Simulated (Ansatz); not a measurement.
TaN under changes of volume

One of the cells (10.776 Å³/atom); the others are scaled copies at fixed shape and fractional positions:

```
CELL_PARAMETERS angstrom
2.93800 0.00000 0.00000
-1.46900 2.54438 0.00000
0.00000 0.00000 2.88300
ATOMIC_POSITIONS crystal
Ta 0.00000 0.00000 0.50000
N 0.66667 0.33333 0.00000
```

* Program: Ansatz 0.2.0
* Functional: PBE0
* Potentials or basis: Ansatz PAW
* Cutoff: 420 eV (not typed: the program's choice for these potentials)
* k mesh: 6 × 6 × 6
* Occupations: fermi-dirac, width 0.05 eV
* Spin: no spin polarisation

```csv
volume (Å³/atom),energy over the lowest point (meV/atom),pressure (GPa)
10.129,35.33,22.2
10.345,?,?
10.560,0.60,4.3
10.776,0.00,-3.3
10.991,9.04,-10.1
11.207,26.86,-16.3
11.422,52.52,-21.8
```

Question: What does the run at 10.345 Å³/atom give?

Answer: Energy over the lowest point 11.98 meV/atom; pressure 12.8 GPa.

Worked out: A Birch-Murnaghan fit of order 3 (a polynomial in V^(-2/3)) to the other rows has its minimum at 10.68 Å³/atom with B0 = V·E''(V) = 374 GPa and B' = 4.1 at fixed shape and positions, which overstates the stiffness. It gives 11.96 meV/atom at 10.345 Å³/atom, against the run's 11.98, and -dE/dV = 12.7 GPa, against 12.8.

Energies are extrapolated to zero smearing.

Caveats: all runs use coarse meshes; the PAW data sets come from PBE, with cores solved anew for the run's functional, which leaves a small shift of forces and pressure; the thresholds are loose for stress.
